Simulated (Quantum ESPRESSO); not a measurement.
Crystal: Hf.

```
Hf
1.0
    -1.80500    1.80500    1.80500
     1.80500   -1.80500    1.80500
     1.80500    1.80500   -1.80500
Hf
1
Direct
  0.00000 0.00000 0.00000
```

This isn't the form of Hf at room conditions, which is hcp.

Base run:

- Program: Quantum ESPRESSO 7.5
- Functional: PBEsol
- Potentials or basis: SG15 PBE 1.2
- Cutoff: 884 eV
- Density cutoff: 3537 eV
- k mesh: 10 × 10 × 10
- Occupations: fermi-dirac, width 0.05 eV
- Spin: no spin polarisation

Its results: band gap on the k mesh none (metal or under the smearing width); pressure -8.6 GPa.

Question: After a change of settings the same cell gave: band gap on the k mesh none (metal or under the smearing width); pressure -15.3 GPa. Which change was it?
A. functional from PBEsol to SCAN; k mesh from 10 × 10 × 10 to 8 × 8 × 8
B. functional from PBEsol to TASK; k mesh from 10 × 10 × 10 to 8 × 8 × 8
C. functional from PBEsol to LDA
D. functional from PBEsol to r2SCAN; k mesh from 10 × 10 × 10 to 8 × 8 × 8

Answer: C.

LDA binds more tightly than PBEsol, so the same cell stands under less pressure.

Caveats: the potentials were made for another functional, which shifts forces and pressure; spin-orbit coupling is left out, which moves the levels of the heavy elements.
